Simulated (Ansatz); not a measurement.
# Os: what relativity and spin–orbit coupling change

```
Os
1.0
     2.73410    0.00000    0.00000
    -1.36705    2.36780    0.00000
     0.00000    0.00000    4.31970
Os
2
Direct
  0.33333 0.66667 0.25000
  0.66667 0.33333 0.75000
```

Atoms are numbered in the order listed.

The cell comes from COD entry 9017843, which wasn't checked; take it as a given geometry.

One fixed cell is solved with PBE by LAPW (all electrons) in Ansatz 0.2.0 under different relativistic treatments. Pressure is positive in compression.

Numerical set-up: a Γ-centred 15×15×9 k mesh, Fermi–Dirac smearing of 0.05 eV, basis error target 0.5 meV/atom, no spin polarisation.

| setting | P (GPa) |
| --- | --- |
| scalar-relativistic | ? |
| non-relativistic | ? |
| with spin–orbit coupling | 8.86 |
| scalar-relativistic, inner shells corrected to Dirac | 8.85 |

Question: What belongs in the row "scalar-relativistic", column "P (GPa)"?

Answer: 8.64.

Question: What belongs in the row "non-relativistic", column "P (GPa)"?

Answer: 42.28.
